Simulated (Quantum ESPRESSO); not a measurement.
Runs of Quantum ESPRESSO 7.5 on Au. Symmetry: Fm-3m, No. 225, cubic system. Conventional cell: a = 4.070 Å, b = 4.070 Å, c = 4.070 Å, α = 90.00°, β = 90.00°, γ = 90.00°. Au (site symmetry m-3m) has 12 Au at 2.88 Å as nearest neighbours. 

| task | level | potentials or basis | spin | U | cell | k mesh | cutoff (eV) | smearing | form of the LDA correlation | mixing beta | q mesh | k mesh for the Wannier functions | start of the occupations | gap on the mesh (eV) | pressure (GPa) |
| --- | --- | --- | --- | --- | --- | --- | --- | --- | --- | --- | --- | --- | --- | --- | --- |
| phonon dispersion | LDA | PseudoDojo 0.4.1 SR LDA standard | off | - | relaxed | 12 × 12 × 12 | 871 | cold 0.2 eV | PW92 | 0.5 | 2 × 2 × 2 | - | - | none | -0.4 |
| phonons | PBEsol | PseudoDojo 0.4 FR PBEsol standard | SOC, no magnetisation | - | as given | 9 × 9 × 9 | 1034 | methfessel-paxton 0.272 eV | - | 0.5 | - | - | - | none | 0.3 |
| Wannier functions | PBEsol | PseudoDojo 0.4.1 SR PBEsol standard | off | - | as given | 8 × 8 × 8 | 1034 | fermi-dirac 0.05 eV | - | 0.5 | - | 7 × 7 × 7 | - | none | 2.3 |
| Hubbard U by linear response | LDA+U | PseudoDojo 0.4.1 SR LDA standard | off | Au d U = 5 eV | as given | 8 × 8 × 8 | 871 | gaussian 0.272 eV | PW92 | 0.3 | 2 × 2 × 2 | - | default | none | -0.9 |
| Hubbard U by linear response | PBEsol+U | PseudoDojo 0.4.1 SR PBEsol standard | off | Au d U = 4.5 eV | as given | 8 × 8 × 8 | 1034 | cold 0.136 eV | - | 0.3 | 2 × 2 × 2 | - | default | none | (a) |

Task: Estimate the missing entries.

Result: (a) 5.2.

Caveats: the computed U isn't converged in cell size (some runs); U without spin polarisation on a metal has little footing (some runs); the U is typed as a test and isn't derived for this compound (some runs); the mesh is thin for the phonons of a metal (some runs); some modes are imaginary (some runs); the q point doesn't lie on the k mesh, which can shift a metal's frequencies strongly unless the mesh is converged (some runs); spin-orbit coupling is left out, which moves the levels of the heavy elements (some runs).

A k mesh can miss the band edges, and rows without SOC leave out spin-orbit coupling on Au.

A gap of «none» marks a metal or a gap under the smearing width.

Runs at the PBE level aren't shown here.
